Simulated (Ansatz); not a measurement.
## Is this GaCo structure stable?

The structure comes from a generated guess, relaxed at this level; another structure or a mixture of phases may lie lower.

Method: Ansatz, DFT PBE, scalar-relativistic, plane waves, PAW. The final run on the 4-atom cell used 420 eV, a Γ-centred 18×18×12 mesh, 0.10 eV smearing and collinear spin.

```
Ga Co
1.0
     4.51839   -1.37988    0.00000
     4.51839    1.37988    0.00000
    -1.32955    0.00000    3.96327
Ga Co
2 2
Direct
  0.11579 0.11579 0.30340
  0.88421 0.88421 0.69660
  0.62945 0.62945 0.80959
  0.37055 0.37055 0.19041
```

The zero of energy is the elements' standard structures at the same level; no fitted shifts are applied.

Task: These tests were run: energy against the elements; phonons at Γ. What do they show?

Result:

```csv
test,result
energy against the elements,−0.16 eV/atom
phonons at Γ,lowest optical mode 108 cm⁻¹
```

It fails none of these tests. Other phases of the system weren't compared here, so this isn't yet thermodynamic stability. Phonons away from Γ weren't computed.

The magnetic state reached may not be the lowest. The run for the phonons used an 18×18×12 k mesh and Gaussian smearing of 0.20 eV. The cell carries site moments Co 0.6 (×2) μB.
